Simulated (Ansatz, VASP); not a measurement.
SiO2 in VASP and in Ansatz

```
CELL_PARAMETERS angstrom
5.03870 0.00000 0.00000
-2.51935 4.36364 0.00000
0.00000 0.00000 5.52485
ATOMIC_POSITIONS crystal
Si 0.00000 0.50000 0.33333
Si 0.50000 0.50000 0.66667
Si 0.50000 0.00000 0.00000
O 0.58439 0.79220 0.83333
O 0.79220 0.58439 0.50000
O 0.79220 0.20780 0.16667
O 0.41561 0.20780 0.83333
O 0.20780 0.41561 0.50000
O 0.20780 0.79220 0.16667
```

Alike in both runs: functional LDA; k mesh 6 × 6 × 4; occupations gaussian, width 0.02 eV; no spin polarisation.

Ansatz relaxed the structure, and its values are those at the end. VASP's run is a single point on that final structure, the one shown.

|  | VASP | Ansatz |
| --- | --- | --- |
| version | VASP 6.6.1 | Ansatz 0.2.0 |
| potentials or method | VASP PAW LDA potentials, release 64 (Si, O) | scalar-relativistic, plane waves, PAW |
| plane-wave cutoff (eV) | 520 | 420 |
| valence electrons in the cell | 48 | 48 |

Ansatz gave:

* gap on the k mesh at the Fermi level (eV): 5.50
* least direct gap on the mesh (eV): 5.68
* pressure (GPa): 0.0
* rms of the force components (eV/Å): 0.000

Problem. Estimate VASP's values.

Solution. gap on the k mesh at the Fermi level (eV): 5.49; least direct gap on the mesh (eV): 5.68; pressure (GPa): 0.6; rms of the force components (eV/Å): 0.004.

A k mesh can miss the band edges.
